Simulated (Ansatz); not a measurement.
System: HgSe (zinc blende type), 2 atoms in the cell.

These are results of HSE06, plane waves, PAW datasets (generated soft set 1) (Ansatz), not measurements.

Cutoff 420 eV; exchange singularity: Wigner-Seitz; k-mesh 6×6×6 Γ-centred; Fermi–Dirac smearing of 0.02 eV; no spin polarisation; no spin–orbit coupling.

```
CELL_PARAMETERS angstrom
0.00000 3.13500 3.13500
3.13500 0.00000 3.13500
3.13500 3.13500 0.00000
ATOMIC_POSITIONS crystal
Hg 0.00000 0.00000 0.00000
Se 0.25000 0.25000 0.25000
```

(1) Would the cell expand or shrink if it were free to relax?

Answers

(1) The pressure is -1.98 GPa, so at these settings the cell is stretched and would shrink.

The stress includes the program's correction for the finite plane-wave basis.

The k-mesh is modest, so these values aren't fully converged in k.
